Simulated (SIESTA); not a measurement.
Ru:

```
CELL_PARAMETERS angstrom
2.70580 0.00000 0.00000
-1.35290 2.34329 0.00000
0.00000 0.00000 4.28190
ATOMIC_POSITIONS crystal
Ru 0.66667 0.33333 0.75000
Ru 0.33333 0.66667 0.25000
```

Base run:

```yaml
Program: SIESTA 5.4.2
Functional: PBE
Potentials_or_basis: PseudoDojo 0.4 standard (PBE files)
Basis: SZ (energy shift 0.002 Ry)
Grid_cutoff: 800 Ry
Energy_shift: 0.002 Ry
k_mesh: 11 × 11 × 6
Occupations: fermi-dirac, width 0.05 eV
Spin: no spin polarisation
```

Its results: band gap on the k mesh none (metal or under the smearing width); pressure 19.4 GPa.

Question: After a change of settings the same cell gave: band gap on the k mesh none (metal or under the smearing width); pressure 4.9 GPa. Which change was it?
A. basis from SZ (energy shift 0.002 Ry) to TZ (energy shift 0.002 Ry)
B. functional from PBE to PW86PBE; basis from SZ (energy shift 0.002 Ry) to DZP (energy shift 0.002 Ry)
C. potentials or basis from PseudoDojo 0.4 standard (PBE files) to SPMS 1.0 NC or PseudoDojo by element (PBE files); basis from SZ (energy shift 0.002 Ry) to DZP (energy shift 0.002 Ry)
D. basis from SZ (energy shift 0.002 Ry) to DZ (energy shift 0.01 Ry); energy shift from 0.002 Ry to 0.01 Ry

Answer: A.

Caveats: the basis has no polarisation orbitals; the basis of atomic orbitals isn't converged, which shifts pressures, moduli and gaps; so large a pressure means that the cell lies far from this level's equilibrium, or that cutoff or potentials fall short (some runs); semicore shells carry a single zeta, which can move pressures by several GPa and volumes by a few percent (some runs).

Not every run made on this cell is shown here.
